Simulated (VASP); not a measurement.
BaTe, 4 atoms in the cell. Symmetry: I4/mmm, No. 139, tetragonal system. Conventional cell: a = 5.147 Å, b = 5.147 Å, c = 7.005 Å, α = 90.00°, β = 90.00°, γ = 90.00°. Ba (site symmetry 4/mmm) is surrounded by 6 Te at 3.50 to 3.64 Å. Around Te (site symmetry 4/mmm) lie 6 Ba at 3.50 to 3.64 Å. The cell comes from a database or a generator and needn't be the stable form of this composition.

* Program: VASP 6.6.1
* Task: single point
* Functional: PBE
* Potentials or basis: VASP PAW PBE potentials, release 64 (Ba_sv, Te)
* Cutoff: 520 eV
* k mesh: 6 × 6 × 4
* Occupations: gaussian, width 0.02 eV
* Spin: no spin polarisation
* Dipole correction: no
* Further INCAR settings: ALGO = Fast; EDIFF = 1e-07; NBANDS = 24

Potentials or basis: VASP PAW PBE potentials, release 64 (Ba_sv, Te).

The run is started by

```sh
$ cat potpaw_PBE.64/Ba_sv/POTCAR potpaw_PBE.64/Te/POTCAR > POTCAR
$ mpirun -np 1 vasp_std > vasp.out
```

Hardware: 1 thread of Intel(R) Xeon(R) Platinum 8259CL CPU @ 2.50GHz (Skylake/Cascade Lake) (shared host).

Task: How long does it take, and how much memory?

Result: It took 3.1 min on 1 thread of Intel(R) Xeon(R) Platinum 8259CL CPU @ 2.50GHz (Skylake/Cascade Lake), on a shared host, peak memory 0.36 GiB. Counts: scf iterations 19, k points 30.
